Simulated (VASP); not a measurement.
# AlN (P6_3mc) in VASP: notebook

One crystal, AlN, is run at these levels: PBE, PBEsol; tasks: single point.

Everything below comes from runs of VASP 6.6.1. Logs are shortened: lines on timing, memory, paths and dates and some standing lists are left out, and cuts for length are marked.

**Experimental background.**

From “Self-assembly of well-separated AlN nanowires directly on sputtered metallic TiN films”, 2019, arxiv:1910.07391, for a bulk crystal of AlN at 10 K: band gap 6.034 eV (an exciton energy, a little under the gap).

The results are compared with them further down.

## Step 1: The crystal as given

It takes space group P6_3mc (No. 186, hexagonal). The conventional cell has a = 3.113 Å, b = 3.113 Å, c = 4.981 Å, α = 90.00°, β = 90.00°, γ = 120.00°. Al (site symmetry 3m) has 4 N at 1.89 Å as nearest neighbours. Around N (site symmetry 3m) lie 4 Al at 1.89 Å.

## Step 2: Single point, PBE

File INCAR:

```
PREC     = Accurate       # precision mode
ENCUT    = 400            # plane-wave cutoff, eV
EDIFF    = 1E-6           # SCF threshold, eV
ISMEAR   = 0              # smearing method
SIGMA    = 0.02           # smearing width, eV
LREAL    = F              # projectors in reciprocal space
LASPH    = T              # aspherical terms in the spheres
NELM     = 100            # most SCF steps
ALGO     = Fast           # electronic algorithm
ISIF     = 2              # what is computed and relaxed
LWAVE    = F              # write WAVECAR
LCHARG   = F              # write CHGCAR
GGA      = PE             # functional
```

File KPOINTS:

```
regular mesh
0
Gamma
  5 5 3
```

File POSCAR:

```
AlN
1.0
    3.1130000000      0.0000000000      0.0000000000
   -1.5565000000      2.6959370820      0.0000000000
    0.0000000000      0.0000000000      4.9810000000
Al N
2 2
Direct
    0.6666666667      0.3333333333      0.5000000000
    0.3333333333      0.6666666667      0.0000000000
    0.6666666667      0.3333333333      0.8800000000
    0.3333333333      0.6666666667      0.3800000000
```

Potentials or basis: VASP PAW PBE potentials, release 64 (Al_GW, N_GW).

Command:

```sh
$ cat potpaw_PBE.64/Al_GW/POTCAR potpaw_PBE.64/N_GW/POTCAR > POTCAR
$ mpirun -np 1 vasp_std > vasp.out
```

OUTCAR:

```text
PREC = Accurate
   ENCUT = 400
   EDIFF = 1E-6
   ISMEAR = 0
   LREAL = F
   LASPH = T
   NELM = 100
   ISIF = 2
   GGA = PE

 ion  position               nearest neighbor table
   1  0.667  0.333  0.500-   3 1.89   4 1.89   4 1.89   4 1.89
   2  0.333  0.667  0.000-   4 1.89   3 1.89   3 1.89   3 1.89
   3  0.667  0.333  0.880-   1 1.89   2 1.89   2 1.89   2 1.89
   4  0.333  0.667  0.380-   2 1.89   1 1.89   1 1.89   1 1.89

  LATTYP: Found a hexagonal cell.
 ALAT       =     3.1130000000
 C/A-ratio  =     1.6000642467

  Lattice vectors:

 A1 = (   3.1130000000,   0.0000000000,   0.0000000000)
 A2 = (  -1.5565000000,   2.6959370820,   0.0000000000)
 A3 = (   0.0000000000,   0.0000000000,   4.9810000000)

Analysis of symmetry for initial positions (statically):
=====================================================================
 Subroutine PRICEL returns:
 Original cell was already a primitive cell.

 Routine SETGRP: Setting up the symmetry group for a
 hexagonal supercell.

 Subroutine GETGRP returns: Found 12 space group operations
 (whereof  6 operations were pure point group operations)
 out of a pool of 24 trial point group operations.

The static configuration has the point symmetry C_3v.
 The point group associated with its full space group is C_6v.

Analysis of symmetry for dynamics (positions and initial velocities):
=====================================================================
 Subroutine PRICEL returns:
 Original cell was already a primitive cell.

 Routine SETGRP: Setting up the symmetry group for a
 hexagonal supercell.

 Subroutine GETGRP returns: Found 12 space group operations
 (whereof  6 operations were pure point group operations)
 out of a pool of 24 trial point group operations.

The dynamic configuration has the point symmetry C_3v.
 The point group associated with its full space group is C_6v.

 Subroutine INISYM returns: Found 12 space group operations
 (whereof  6 operations are pure point group operations),
 and found     1 'primitive' translations

----------------------------------------------------------------------------------------

                                     Primitive cell

  volume of cell :      41.8028

  direct lattice vectors                    reciprocal lattice vectors
     3.113000000  0.000000000  0.000000000     0.321233537  0.185464269  0.000000000
    -1.556500000  2.695937082  0.000000000     0.000000000  0.370928538  0.000000000
[... 87 lines left out ...]
   EMIN   =  10.00;   EMAX   =-10.00  energy-range for DOS
   EFERMI =   0.00;   METHOD = LEGACY
   ISMEAR =     0;   SIGMA  =   0.02  broadening in eV -4-tet -1-fermi 0-gaus
   EFERMI_NEDOS =   21; number of points for ismear=-14 and -15
   IALGO  =     68    algorithm
   IMIX   =      4    mixing-type and parameters
     AMIX     =   0.40;   BMIX     =  1.00
     AMIX_MAG =   1.60;   BMIX_MAG =  1.00
  volume/ion in A,a.u.               =      10.45        70.52
  Fermi-wavevector in a.u.,A,eV,Ry     =   1.188629  2.246183 19.222843  1.412839
  Thomas-Fermi vector in A             =   2.324754
   LORBIT       =      0    0 simple, 1 ext, 2 COOP (PROOUT), +10 PAW based schemes
   GGA     = PE    functional components
   LHFCALC =     F    Hartree Fock is set to
   AEXX    =    0.0000 exact exchange contribution
   IVDW    =     0    specifies the selected vdW correction
   LEPSILON=     F    determine dielectric tensor
   LRPA    =     F    only Hartree local field effects (RPA)
 non-spin polarized calculation
 RMM-DIIS sequential band-by-band and
 Gauss-broadening in eV      SIGMA  =   0.02
  energy-cutoff  :      400.00
  volume of cell :       41.80
 maximum number of plane-waves:       767
   NGX = 11   NGY = 11   NGZ = 17

 number of electron      16.0000009 magnetization

 Free energy of the ion-electron system (eV)
  ---------------------------------------------------
  ext. energy  EPLUGINS =         0.00000000
  ---------------------------------------------------
  free energy    TOTEN  =       -29.71766871 eV

  energy without entropy =      -29.71766871  energy(sigma->0) =      -29.71766871

 E-fermi :   5.2506     XC(G=0): -10.9059

 val. band max:        5.1279236686   @ k =   0.0000   0.0000   0.0000
 cond. band min:       9.3173322996   @ k =   0.0000   0.0000   0.0000
 fundamental gap:      4.1894086309
 Fermi energy:         5.2505894821

 k-point     1 :       0.0000    0.0000    0.0000
  band No.  band energies     occupation
      1     -10.0625      2.00000
      2      -7.9152      2.00000
      3      -0.8672      2.00000
      4       4.2866      2.00000
      5       4.2866      2.00000
      6       4.9426      2.00000
      7       4.9426      2.00000
      8       5.1279      2.00000
      9       9.3173      0.00000
     10      11.7622      0.00000
     11      15.7195      0.00000
     12      16.2643      0.00000
[... 121 lines left out ...]
 k-point    10 :       0.4000    0.2000    0.3333
  band No.  band energies     occupation
      1      -7.7343      2.00000
      2      -7.4980      2.00000
      3      -0.1570      2.00000
      4       0.3027      2.00000
      5       1.6903      2.00000
      6       2.6038      2.00000
      7       3.6603      2.00000
      8       4.2220      2.00000
      9      11.0406      0.00000
     10      12.2807      0.00000
     11      13.9406      0.00000
     12      14.1686      0.00000

------------------------ aborting loop because EDIFF is reached ----------------------------------------

  FORCE on cell =-STRESS in cart. coord.  units (eV):
  Direction    XX          YY          ZZ          XY          YZ          ZX
  --------------------------------------------------------------------------------------
  -------------------------------------------------------------------------------------
  Total       -0.9129971     -0.9129971     -0.5031248     -0.0000000      0.0000000      0.0000000
  in kB      -34.9924670    -34.9924670    -19.2832797     -0.0000000      0.0000000      0.0000000
  external PRESSURE =     -29.7560712 kB  Pullay stress =       0.0000000 kB

 VOLUME and BASIS-vectors are now :
 -----------------------------------------------------------------------------
  energy-cutoff  :      400.00
  volume of cell :       41.80
      direct lattice vectors                 reciprocal lattice vectors
     3.113000000  0.000000000  0.000000000     0.321233537  0.185464269  0.000000000
    -1.556500000  2.695937082  0.000000000     0.000000000  0.370928538  0.000000000
     0.000000000  0.000000000  4.981000000     0.000000000  0.000000000  0.200762899

 POSITION                                       TOTAL-FORCE (eV/Angst)
 -----------------------------------------------------------------------------------
      1.55650      0.89865      2.49050         0.000000      0.000000     -0.131978
     -0.00000      1.79729      0.00000         0.000000      0.000000     -0.131978
      1.55650      0.89865      4.38328        -0.000000      0.000000      0.131978
     -0.00000      1.79729      1.89278         0.000000     -0.000000      0.131978
 -----------------------------------------------------------------------------------
    total drift:                                0.000000      0.000000      0.000338

  FREE ENERGIE OF THE ION-ELECTRON SYSTEM (eV)
  ---------------------------------------------------
  free  energy   TOTEN  =       -29.7176687148 eV

  energy  without entropy=      -29.7176687148  energy(sigma->0) =      -29.71766871
```

OSZICAR:

```text
N       E                     dE             d eps       ncg     rms          rms(c)
DAV:   1     0.553328270145E+02    0.55333E+02   -0.66061E+03   240   0.984E+02
DAV:   2    -0.305614620432E+02   -0.85894E+02   -0.80396E+02   368   0.247E+02
DAV:   3    -0.343585670902E+02   -0.37971E+01   -0.37727E+01   312   0.545E+01
DAV:   4    -0.344158787912E+02   -0.57312E-01   -0.57260E-01   292   0.811E+00
DAV:   5    -0.344176712919E+02   -0.17925E-02   -0.17921E-02   312   0.122E+00    0.120E+01
RMM:   6    -0.294419928850E+02    0.49757E+01   -0.12792E+01   261   0.331E+01    0.334E+00
RMM:   7    -0.296956795021E+02   -0.25369E+00   -0.50651E+00   289   0.168E+01    0.203E+00
RMM:   8    -0.297135022669E+02   -0.17823E-01   -0.42670E-01   295   0.582E+00    0.104E+00
RMM:   9    -0.297324476918E+02   -0.18945E-01   -0.13260E-01   271   0.559E+00    0.730E-01
RMM:  10    -0.297173362978E+02    0.15111E-01   -0.75592E-02   290   0.340E+00    0.150E-01
RMM:  11    -0.297189370487E+02   -0.16008E-02   -0.16533E-02   322   0.969E-01    0.207E-01
RMM:  12    -0.297175721248E+02    0.13649E-02   -0.40442E-03   287   0.596E-01    0.996E-03
RMM:  13    -0.297176624598E+02   -0.90335E-04   -0.88445E-04   338   0.272E-01    0.113E-02
RMM:  14    -0.297176729793E+02   -0.10520E-04   -0.13088E-04   349   0.959E-02    0.146E-02
RMM:  15    -0.297176688056E+02    0.41737E-05   -0.18521E-05   308   0.449E-02    0.429E-03
RMM:  16    -0.297176689227E+02   -0.11706E-06   -0.13995E-05   300   0.257E-02    0.332E-03
RMM:  17    -0.297176687148E+02    0.20791E-06   -0.11954E-06   191   0.139E-02
   1 F= -.29717669E+02 E0= -.29717669E+02  d E =-.692513E-20
```

stdout:

```text
POSCAR found type information on POSCAR AlN
 POSCAR found :  2 types and       4 ions
 scaLAPACK will be used
 LDA part: xc-table for (Slater+PW92), standard interpolation
 POSCAR, INCAR and KPOINTS ok, starting setup
 FFT: planning ... GRIDC
 FFT: planning ... GRID_SOFT
 FFT: planning ... GRID
 WAVECAR not read
 entering main loop
```

Wall time 11 s (1 thread of Intel Xeon Platinum 8488C (Sapphire Rapids), shared host); peak memory 0.12 GiB.

The run converged, but a check on its numbers failed (symmetry, net force, bounds or a known fault of this set-up), so they aren't taken as properties of the crystal.

Caveat: the k mesh is coarse (spacing up to 0.47 Å⁻¹), so the values aren't converged; the cutoff lies under the usual one of these potentials, so the numbers hold a large basis-set error.

## Step 3: Single point, PBEsol

File INCAR:

```
PREC     = Accurate       # precision mode
ENCUT    = 520            # plane-wave cutoff, eV
EDIFF    = 1E-6           # SCF threshold, eV
ISMEAR   = 0              # smearing method
SIGMA    = 0.1            # smearing width, eV
LREAL    = F              # projectors in reciprocal space
LASPH    = T              # aspherical terms in the spheres
NELM     = 80             # most SCF steps
ALGO     = Fast           # electronic algorithm
ISIF     = 2              # what is computed and relaxed
LWAVE    = F              # write WAVECAR
LCHARG   = F              # write CHGCAR
GGA      = PS             # functional
NBANDS   = 16             # bands
```

File KPOINTS:

```
Automatic mesh
0
Gamma
  10 10 6
```

File POSCAR:

```
AlN
3.113
    1.000000000000      0.000000000000      0.000000000000
   -0.500000000000      0.866025403791      0.000000000000
    0.000000000000      0.000000000000      1.600064246707
Al N
2 2
Direct
    0.6666666667      0.3333333333      0.5000000000
    0.3333333333      0.6666666667      0.0000000000
    0.6666666667      0.3333333333      0.8800000000
    0.3333333333      0.6666666667      0.3800000000
```

Potentials or basis: VASP PAW PBE potentials, release 64 (Al, N).

Command:

```sh
$ cat potpaw_PBE.64/Al/POTCAR potpaw_PBE.64/N/POTCAR > POTCAR
$ mpirun -np 1 vasp_std > vasp.out
```

Run time: 25 s. Hardware: 1 thread of AMD EPYC 7R13 (Zen 3), shared host; peak memory 0.13 GiB.

It converged, with:

```
Free energy            : -31.3110 eV
Pressure               : 0.2 GPa
Largest force          : 0.132 eV/Å
Band gap on the k mesh : 4.15 eV, direct
```

Forces in eV/Å, atoms in the order of the input:
```
Al   0.000  0.000 -0.132
Al   0.000  0.000 -0.132
N    0.000  0.000  0.132
N    0.000  0.000  0.132
```

Stress tensor (GPa, compression positive):
```
-0.33  0.00  0.00
 0.00 -0.33  0.00
 0.00  0.00  1.17
```

Levels at points of the mesh, in eV from the valence-band top:
```tsv
k point	band 6	band 7	band 8	band 9	band 10	band 11
(0.00, 0.00, 0.00)	-0.18	-0.18	0.00	4.15	6.58	10.51
(0.50, 0.00, 0.00)	-2.08	-1.80	-0.66	5.69	5.69	8.11
(0.00, 0.00, 0.50)	-0.52	-0.52	-0.52	6.39	6.39	10.23
(0.50, 0.00, 0.50)	-1.45	-1.36	-1.36	5.20	5.20	9.17
```

Caveat: the PAW data sets were made with another functional, which shifts forces and pressure a little.

## Step 4: Single point, PBEsol

File run.py:

```python
from ase.calculators.vasp import Vasp
from ase.dft.bandgap import bandgap
from ase.spacegroup import crystal

atoms = crystal(
    ['Al', 'N'],
    basis=[[0.6666666667, 0.3333333333, 0.5], [0.6666666667, 0.3333333333, 0.88]],
    spacegroup=186,
    setting=1,
    cellpar=[3.113, 3.113, 4.981, 90.0, 90.0, 120.0],
    primitive_cell=True,
)
calc = Vasp(
    directory='calc',
    xc='pbesol',
    pp='PBE',
    setups='materialsproject',
    prec='Accurate',
    encut=520,
    ediff=1e-06,
    ismear=0,
    sigma=0.1,
    lreal=False,
    lasph=True,
    nelm=100,
    algo='Normal',
    isif=2,
    lwave=False,
    lcharg=False,
    kpts=[10, 10, 6],
    gamma=True,
)
atoms.calc = calc

print('energy (eV):', atoms.get_potential_energy())
print('free energy (eV):', atoms.get_potential_energy(force_consistent=True))
print('forces (eV/A):')
print(atoms.get_forces())
print('stress (eV/A^3, Voigt):', atoms.get_stress())
print('Fermi level (eV):', calc.get_fermi_level())
gap, top, bottom = bandgap(calc)
print('band gap (eV):', gap, 'from (spin, k, band)', top, 'to', bottom)
```

Potentials or basis: VASP PAW PBE potentials, release 64 (Al, N).

Command:

```sh
$ python run.py
```

Output:

```text
energy (eV): -31.31103847
free energy (eV): -31.31103847
forces (eV/A):
[[-0.         -0.         -0.13203302]
 [ 0.          0.         -0.13203302]
 [ 0.         -0.          0.13203302]
 [-0.         -0.          0.13203302]]
stress (eV/A^3, Voigt): [ 0.00202119  0.00202119 -0.0073516  -0.          0.         -0.        ]
Fermi level (eV): 6.48994681
band gap (eV): 4.148600000000001 from (spin, k, band) (0, np.int64(0), np.int64(7)) to (0, np.int64(0), np.int64(8))
```

OUTCAR:

```text
ENCUT = 520.000000
   EDIFF = 1.00e-06
   GGA = PS
   PREC = Accurate
   ISIF = 2
   ISMEAR = 0
   NELM = 100
   LASPH = .TRUE.
   LREAL = .FALSE.

 ion  position               nearest neighbor table
   1  0.667  0.333  0.500-   3 1.89   4 1.89   4 1.89   4 1.89   2 3.07   2 3.07   2 3.07   2 3.07
                             2 3.07   2 3.07
   2  0.333  0.667  0.000-   4 1.89   3 1.89   3 1.89   3 1.89   1 3.07   1 3.07   1 3.07   1 3.07
                             1 3.07   1 3.07
[... 575 lines left out ...]
 -----------------------------------------------------------------------------
  energy-cutoff  :      520.00
  volume of cell :       41.80
      direct lattice vectors                 reciprocal lattice vectors
     3.113000000  0.000000000  0.000000000     0.321233537  0.185464269  0.000000000
    -1.556500000  2.695937082  0.000000000     0.000000000  0.370928538  0.000000000
     0.000000000  0.000000000  4.981000000     0.000000000  0.000000000  0.200762899

 POSITION                                       TOTAL-FORCE (eV/Angst)
 -----------------------------------------------------------------------------------
      1.55650      0.89865      2.49050        -0.000000     -0.000000     -0.132033
     -0.00000      1.79729      0.00000         0.000000      0.000000     -0.132033
      1.55650      0.89865      4.38328         0.000000     -0.000000      0.132033
     -0.00000      1.79729      1.89278        -0.000000     -0.000000      0.132033
 -----------------------------------------------------------------------------------
    total drift:                               -0.000000     -0.000000      0.000449

  FREE ENERGIE OF THE ION-ELECTRON SYSTEM (eV)
  ---------------------------------------------------
  free  energy   TOTEN  =       -31.3110384669 eV

  energy  without entropy=      -31.3110384669  energy(sigma->0) =      -31.31103847
```

INCAR:

```text
ENCUT = 520.000000
SIGMA = 0.100000
EDIFF = 1.00e-06
ALGO = Normal
GGA = PS
PREC = Accurate
ISIF = 2
ISMEAR = 0
NELM = 100
LASPH = .TRUE.
LCHARG = .FALSE.
LWAVE = .FALSE.
LREAL = .FALSE.
```

It took 26 s on 1 thread of AMD EPYC 7R13 (Zen 3), shared host; peak memory 0.13 GiB.

Results:

```yaml
Free_energy: -31.3110 eV
Pressure: 0.2 GPa
Largest_force: 0.132 eV/Å
Band_gap_on_the_k_mesh: 4.15 eV, direct
```

Forces in eV/Å, atoms in the order of the input:
```
Al   0.000  0.000 -0.132
Al   0.000  0.000 -0.132
N    0.000  0.000  0.132
N    0.000  0.000  0.132
```

Levels at points of the mesh, in eV from the valence-band top:
| k point | band 5 | band 6 | band 7 | band 8 | band 9 | band 10 | band 11 | band 12 |
| --- | --- | --- | --- | --- | --- | --- | --- | --- |
| (0.00, 0.00, 0.00) | -0.84 | -0.18 | -0.18 | 0.00 | 4.15 | 6.58 | 10.51 | 11.06 |
| (0.50, 0.00, 0.00) | -3.36 | -2.08 | -1.80 | -0.66 | 5.69 | 5.69 | 8.11 | 10.20 |
| (0.00, 0.00, 0.50) | -0.52 | -0.52 | -0.52 | -0.52 | 6.39 | 6.39 | 10.23 | 10.23 |
| (0.50, 0.00, 0.50) | -1.45 | -1.45 | -1.36 | -1.36 | 5.20 | 5.20 | 9.17 | 9.17 |

Caveat: the PAW data sets were made with another functional, which shifts forces and pressure a little.

## Step 5: For comparison

An earlier run on the cell as given: functional PBE; potentials or basis VASP PAW PBE potentials, release 64 (Al, N); cutoff 520 eV; k mesh 10 × 10 × 6; occupations fermi-dirac, width 0.05 eV; no spin polarisation.

* Pressure: 3.5 GPa
* Largest force: 0.129 eV/Å
* Band gap on the k mesh: 4.22 eV, direct

## Step 6: Against experiment

Step 3. Measured gap of AlN: 6.034 eV (an exciton energy, a little under the gap; 10 K; quoted in “Self-assembly of well-separated AlN nanowires directly on sputtered metallic TiN films”, 2019, arxiv:1910.07391). This calculation gives 4.15 eV (-1.89 eV). 2 values of this kind are on record (6.034 to 6.0343 eV); this one was drawn at random. The value is that of PBEsol on a finite k mesh, which can miss the band edges, without temperature or zero-point motion. Semilocal functionals fall short of measured gaps as a rule.

Step 4. Measured gap of AlN: 6.034 eV (an exciton energy, a little under the gap; 10 K; quoted in “Self-assembly of well-separated AlN nanowires directly on sputtered metallic TiN films”, 2019, arxiv:1910.07391). This calculation gives 4.15 eV (-1.89 eV). 2 values of this kind are on record (6.034 to 6.0343 eV); this one was drawn at random. The value is that of PBEsol on a finite k mesh, which can miss the band edges, without temperature or zero-point motion. Semilocal functionals fall short of measured gaps as a rule.
